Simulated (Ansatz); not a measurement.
System: Re (fcc type), 1 atom in the cell.

Method: Ansatz, PBE, all-electron LAPW, point nucleus.

k-mesh 4×4×4 Γ-centred; Fermi–Dirac smearing of 0.15 eV; no spin polarisation; no spin–orbit coupling.

```
CELL_PARAMETERS angstrom
0.00000 1.95740 1.95740
1.95740 0.00000 1.95740
1.95740 1.95740 0.00000
ATOMIC_POSITIONS crystal
Re 0.00000 0.00000 0.00000
```

Is the cell under compression or tension, and by how much?

The pressure is 3.29 GPa, so at these settings the cell is compressed and would expand.

The k-mesh is coarse, so these values belong to this mesh and can lie far from the converged ones. This cubic structure is a model: it isn't the usual form of the substance at ambient conditions, and such phases are metastable or hypothetical.
